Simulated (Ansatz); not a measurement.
The following input was run with Ansatz 0.2.0.

```yaml
crystal:
  lattice:
    - [0.0, 2.6265053536, 2.6265053536]
    - [2.6265053536, 0.0, 2.6265053536]
    - [2.6265053536, 2.6265053536, 0.0]
  atoms:
    - { symbol: Sn, position: [0.5, 0.5, 0.5] }
    - { symbol: Sn, position: [0.75, 0.75, 0.75] }
basis:
  ecutwfc: 420
kpoints:
  mp_grid: { grid: [14, 14, 14] }
hamiltonian:
  xc: pbe
scf:
  occupations: { method: gaussian, width: 0.1 }
output:
  forces: true
  stress: true
  eigenvalues: true
```

Launched with
```bash
ansatz run input.yaml --threads 1 --pin off --max-ram 1331MiB --backend cpu --events-out ev --progress --plain --runs-dir out
```

Level of theory: DFT PBE, scalar-relativistic, plane waves, PAW in Ansatz 0.2.0.

Part of what the program printed, abridged (iterations and final results):

```
SCF iter   1: F=—  HF=-12040.210922 eV  |F-HF|=—  |Δ(HF+E_count)|=         —  Δρ=2.89e-3  dr2=3.88e-3  ethr=1.77e-3  ⟨swp⟩=5.8  Hψ=9747  notcnv=0
SCF iter   2: F=—  HF=-12040.210920 eV  |F-HF|=—  |Δ(HF+E_count)|=   2.93e-6  Δρ=2.01e-3  dr2=2.02e-3  ethr=1.38e-5  ⟨swp⟩=1.8  Hψ=2835  notcnv=0
SCF iter   3: F=—  HF=-12040.210933 eV  |F-HF|=—  |Δ(HF+E_count)|=   1.37e-5  Δρ=4.58e-4  dr2=1.15e-4  ethr=7.20e-6  ⟨swp⟩=2.0  Hψ=2284  notcnv=0
SCF iter   4: F=—  HF=-12040.210947 eV  |F-HF|=—  |Δ(HF+E_count)|=   1.38e-5  Δρ=1.77e-4  dr2=7.61e-6  ethr=4.11e-7  ⟨swp⟩=2.0  Hψ=2298  notcnv=0
SCF iter   5: F=—  HF=-12040.210959 eV  |F-HF|=—  |Δ(HF+E_count)|=   1.23e-5  Δρ=2.61e-5  dr2=1.02e-7  ethr=2.72e-8  ⟨swp⟩=2.4  Hψ=3259  notcnv=0
SCF iter   6: F=-12040.210960 eV  HF=-12040.210960 eV  |F-HF|=2.52e-8  |Δ(HF+E_count)|=   2.78e-7  Δρ=6.36e-6  dr2=7.73e-9  ethr=3.57e-10  ⟨swp⟩=7.0  Hψ=8081  notcnv=0
SCF 1 converged in 6 iterations: F = -12040.210960 eV  dr2 = 7.73e-9
SCF converged after 6 iterations
Free energy (F): -12040.210960 eV
Harris-Foulkes:  -12040.210960 eV  (|F-HF|=2.52e-8)
Internal energy: -12040.209388 eV  (E = F + TS)
E sigma→0 (E₀):  -12040.210174 eV
Entropy (-TS):   -0.001571 eV (-0.786 meV/atom)
Fermi energy:    19.024917 eV
--- Per-component energies (eV) ---
  E_band       = 0.606492
  E_kinetic    = 404.023559
  E_local      = -1453.352554  (includes V_loc(G=0)·N_el)
  E_nonlocal   = -60.789067
  E_hartree    = 1017.345582
  E_xc         = -776.351920
  E_vxc        = -207.445069  (∫ρ·V_xc dr)
  E_paw        = -8276.873395  (= ΣΔE_a)
  E_vpaw       = -716.523121  (= ΣTr[D̂ρ^β])
  E_aug_tail   = -0.000001  (compensation charges beyond the density's cutoff)
  E_ewald      = -2894.211594
  E_smearing   = -0.001571  (= −TS)
--- Forces (eV/Å), atoms counted from 1 ---
  atom   1  Sn     0.00000000     0.00000000     0.00000000
  atom   2  Sn     0.00000000     0.00000000     0.00000000
--- Stress (GPa, compression-positive) ---
      136.349363       0.000000       0.000000
        0.000000     136.349363       0.000000
        0.000000       0.000000     136.349363
  P = ⅓ Tr σ = 136.3494 GPa (1363.494 kbar)
--- Band table (eV; the first three rows and the last of 104) ---
  k-point 0: bands = ["-5.5747", "-5.5747", "-5.5747", "-5.3962", "-5.3962", "-3.9893", "-3.9893", "-3.9893", "-3.6924", "-3.6924", "2.5968", "19.8057", "19.8057", "19.8057", "21.3073", "21.3073", "21.3073", "23.4314"]
  k-point 1: bands = ["-5.6027", "-5.6027", "-5.5712", "-5.3589", "-5.3589", "-4.0037", "-4.0037", "-3.9995", "-3.6825", "-3.6825", "2.6905", "18.4442", "19.4280", "19.4280", "21.7169", "21.7169", "21.7481", "23.9091"]
  k-point 2: bands = ["-5.6499", "-5.6499", "-5.5617", "-5.2871", "-5.2871", "-4.0366", "-4.0366", "-4.0279", "-3.6608", "-3.6608", "2.9713", "16.4190", "18.7830", "18.7830", "21.7124", "22.3923", "22.3923", "24.6913"]
  k-point 103: bands = ["-5.8842", "-5.8842", "-5.0592", "-5.0592", "-4.6284", "-4.6284", "-4.3903", "-4.3903", "-3.4195", "-3.4195", "8.8640", "8.8640", "12.5537", "12.5537", "22.7028", "22.7028", "25.1218", "25.1218"]
```

The run converged.